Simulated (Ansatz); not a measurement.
## Potassium (fcc) across density functionals

All rows: Ansatz, plane waves with scalar-relativistic PAW, 420 eV (500 eV for the SCAN forms), relaxed under each functional, no dispersion correction, no zero-point motion. B₀ comes from uniform scaling at fixed shape; a dash is a value not given.

```tsv
functional	V (Å³/atom)	cell	B₀ (GPa)	magnetic state	ΔE to bcc (meV/atom)
PBE	74.13	a = 6.668 Å	4	spin not included	1
r²SCAN	76.57	a = 6.741 Å	3	spin not included	2
PBEsol	71.32	a = 6.583 Å	4	spin not included	-1
LDA	64.70	a = 6.373 Å	4	spin not included	-1
revPBE	80.11	a = 6.843 Å	3	spin not included	1
RPBE	81.11	a = 6.871 Å	3	spin not included	1
BLYP	75.93	a = 6.722 Å	3	spin not included	-1
```

LDA gives the smallest volume and RPBE the largest.
